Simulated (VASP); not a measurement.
Wanted: the native input for a VASP 6.6.1 run.

```
Task                   : band structure
Functional             : r2SCAN
Potentials or basis    : VASP PAW PBE potentials, release 64 (Cd, S)
Cutoff                 : 520 eV
k mesh                 : 6 × 6 × 4
Occupations            : gaussian, width 0.02 eV
Spin                   : spin-orbit coupling, no magnetisation
Ladder                 : gaps
Further INCAR settings : ALGO = Normal; EDIFF = 1e-07; NBANDS = 50
```

The structure of CdS (Greenockite) lies in POSCAR:

```
CdS
1.0
    4.1500000000      0.0000000000      0.0000000000
   -2.0750000000      3.5940054257      0.0000000000
    0.0000000000      0.0000000000      6.7370000000
Cd S
2 2
Direct
    0.6666666667      0.3333333333      0.5000000000
    0.3333333333      0.6666666667      0.0000000000
    0.6666666667      0.3333333333      0.8750000000
    0.3333333333      0.6666666667      0.3750000000
```

These files were run (other wordings do the same):

INCAR

```
ALGO     = Normal         # electronic algorithm
EDIFF    = 1E-7           # SCF threshold, eV
ENCUT    = 520            # plane-wave cutoff, eV
GGA_COMPAT= False        
ISIF     = 2              # what is computed and relaxed
ISMEAR   = 0              # smearing method
KPAR     = 2            
LASPH    = True           # aspherical terms in the spheres
LCHARG   = False          # write CHGCAR
LMIXTAU  = True         
LORBIT   = 11             # projections on sites
LREAL    = False          # projectors in reciprocal space
LSORBIT  = True           # spin-orbit coupling
LWAVE    = False          # write WAVECAR
MAGMOM   = 0 0 0 0 0 0 0 0 0 0 0 0 # initial moments
METAGGA  = R2SCAN         # meta-GGA
NBANDS   = 50             # bands
NELM     = 60             # most SCF steps
PREC     = Accurate       # precision mode
SIGMA    = 0.02           # smearing width, eV
```

KPOINTS

```
k-points
0
Gamma
  6 6 4
```

KPOINTS_OPT

```
path GMKGALHA,LM,KH
20
line-mode
reciprocal
 0.0000000000  0.0000000000  0.0000000000  G
 0.5000000000  0.0000000000  0.0000000000  M

 0.5000000000  0.0000000000  0.0000000000  M
 0.3333333333  0.3333333333  0.0000000000  K

 0.3333333333  0.3333333333  0.0000000000  K
 0.0000000000  0.0000000000  0.0000000000  G

 0.0000000000  0.0000000000  0.0000000000  G
 0.0000000000  0.0000000000  0.5000000000  A

 0.0000000000  0.0000000000  0.5000000000  A
 0.5000000000  0.0000000000  0.5000000000  L

 0.5000000000  0.0000000000  0.5000000000  L
 0.3333333333  0.3333333333  0.5000000000  H

 0.3333333333  0.3333333333  0.5000000000  H
 0.0000000000  0.0000000000  0.5000000000  A

 0.5000000000  0.0000000000  0.5000000000  L
 0.5000000000  0.0000000000  0.0000000000  M

 0.3333333333  0.3333333333  0.0000000000  K
 0.3333333333  0.3333333333  0.5000000000  H
```

Potentials or basis: VASP PAW PBE potentials, release 64 (Cd, S).

The run is started by

```console
$ cat potpaw_PBE.64/Cd/POTCAR potpaw_PBE.64/S/POTCAR > POTCAR
$ mpirun -np 2 vasp_ncl > vasp.out
```

Results of the run:

| Quantity | Value |
| --- | --- |
| Pressure | 1.0 GPa |
| Largest force | 0.072 eV/Å |
| Valence electrons inside the program's atomic spheres | Cd 10.30; S 3.74 |

Caveat: the PAW data sets were made with another functional, which shifts forces and pressure a little.

Wall time 44 min on 2 MPI ranks on AMD EPYC 9R45 (Zen 5), on a shared host, peak memory 0.72 GiB a rank.
